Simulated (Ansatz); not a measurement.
# Mg2Si (antifluorite type): from bands to localised orbitals

Where do the localised orbitals of Mg2Si (antifluorite type) sit, how far are they spread, and how do the settings change that? Plan: PBE, anion s p, 4×4×4; PBE, anion s p, 6×6×6; PBE, anion p, 4×4×4; PBE, all s p, disentangled, 4×4×4; r2SCAN, anion s p, 4×4×4; r2SCAN, all s p, disentangled, 4×4×4; HSE06, anion s p, 4×4×4; HSE06, anion p, 4×4×4 (level, trial orbitals, Wannier mesh).

Program: Ansatz 0.2.0. Level of theory: plane waves, PAW. These are calculated values, not measurements.

1 further run of the same task is left out (it didn't finish). Runs told in other sessions of the task aren't counted.

**1. The starting structure**

Symmetry: Fm-3m, No. 225, cubic system. Conventional cell: a = 6.338 Å, b = 6.338 Å, c = 6.338 Å, α = 90.00°, β = 90.00°, γ = 90.00°. Si (site symmetry m-3m) is surrounded by 8 Mg at 2.74 Å. Mg (site symmetry -43m) is surrounded by 4 Si at 2.74 Å.

Coordinates:

```cif
data_structure
_symmetry_space_group_name_H-M 'P 1'
_symmetry_Int_Tables_number 1
_cell_length_a 4.4816
_cell_length_b 4.4816
_cell_length_c 4.4816
_cell_angle_alpha 60.000
_cell_angle_beta 60.000
_cell_angle_gamma 60.000
_cell_volume 63.65
loop_
_atom_site_label
_atom_site_type_symbol
_atom_site_fract_x
_atom_site_fract_y
_atom_site_fract_z
_atom_site_occupancy
Si1 Si 0.00000 0.00000 0.00000 1
Mg1 Mg 0.25000 0.25000 0.25000 1
Mg2 Mg 0.75000 0.75000 0.75000 1
```

The cell was relaxed beforehand with r2SCAN; those runs aren't shown.

**2. PBE, anion s p, 4×4×4**

Input file input.yaml:

```yaml
crystal:
  lattice:
    - [0.0, 3.1689631868, 3.1689631868]
    - [3.1689631868, 0.0, 3.1689631868]
    - [3.1689631868, 3.1689631868, 0.0]
  atoms:
    - { symbol: Si, position: [0.0, 0.0, 0.0] }
    - { symbol: Mg, position: [0.25, 0.25, 0.25] }
    - { symbol: Mg, position: [0.75, 0.75, 0.75] }
kpoints:
  mp_grid: { grid: [6, 6, 6] }
  band_path:
    path:
      - [[0.0, 0.0, 0.0], [0.5, 2.799739083078e-17, 0.5], [0.625, 0.25, 0.625]]
      - [[0.375, 0.375, 0.75], [0.0, 0.0, 0.0], [0.5, 0.5, 0.5], [0.5, 0.25, 0.75], [0.5, 2.799739083078e-17, 0.5]]
    npoints: 10
hamiltonian:
  xc: pbe
scf:
  occupations: { method: fixed }
  n_extra_bands: 6
output:
  forces: false
  stress: false
  eigenvalues: true
  wannier:
    kmesh: [4, 4, 4]
    projections: [{ species: Si, l: s, shell: 3 }, { species: Si, l: p, shell: 3 }]
    minimise: true
    write_hr: true
    conv_tol: 1.0e-08
    max_iter: 3000
  write_density: true
  write_potential: true
  elf: true
  volumetric_format: npy
```

Started as:

```console
$ ansatz run input.yaml --threads 4 --pin off --max-ram 3686MiB --backend cpu --events-out ev --progress --plain --runs-dir out
```

The runs that follow: PBE, anion s p, 6×6×6; PBE, anion p, 4×4×4; PBE, all s p, disentangled, 4×4×4; r2SCAN, anion s p, 4×4×4; r2SCAN, all s p, disentangled, 4×4×4; HSE06, anion s p, 4×4×4; HSE06, anion p, 4×4×4.

Q: Predict the results of all the runs planned. Wanted: total spread, PBE, anion s p, 4×4×4; total spread, PBE, anion s p, 6×6×6; total spread, PBE, anion p, 4×4×4; total spread, PBE, all s p, disentangled, 4×4×4; total spread, r2SCAN, anion s p, 4×4×4; total spread, r2SCAN, all s p, disentangled, 4×4×4; total spread, HSE06, anion s p, 4×4×4; total spread, HSE06, anion p, 4×4×4; centres of the first set.

As calculated:

```
                                          quantity                         value
               total spread, PBE, anion s p, 4×4×4     10.36 Å² over 4 functions
               total spread, PBE, anion s p, 6×6×6     12.23 Å² over 4 functions
                 total spread, PBE, anion p, 4×4×4     10.70 Å² over 3 functions
   total spread, PBE, all s p, disentangled, 4×4×4    23.46 Å² over 12 functions
            total spread, r2SCAN, anion s p, 4×4×4     10.08 Å² over 4 functions
total spread, r2SCAN, all s p, disentangled, 4×4×4    24.70 Å² over 12 functions
             total spread, HSE06, anion s p, 4×4×4     10.13 Å² over 4 functions
               total spread, HSE06, anion p, 4×4×4     10.48 Å² over 3 functions
                          centres of the first set  0.75 Å from the nearest atom
```

With PBE, anion s p, 4×4×4 the 4 functions move off the atoms, with a mean spread of 2.59 Å²; 80 % of the total is gauge invariant. The total spread goes from 10.36 Å² on 4×4×4 to 12.23 Å² on 6×6×6: finite differences in k understate it on coarse meshes, while the largest miss of a band goes from 0.30 to 0.09 eV. On one set and mesh the functional gives 10.36 (PBE), 10.08 (r2SCAN), 10.13 (HSE06) Å². The disentangled models miss some band by up to 1.7 eV, which may lie outside their frozen windows.
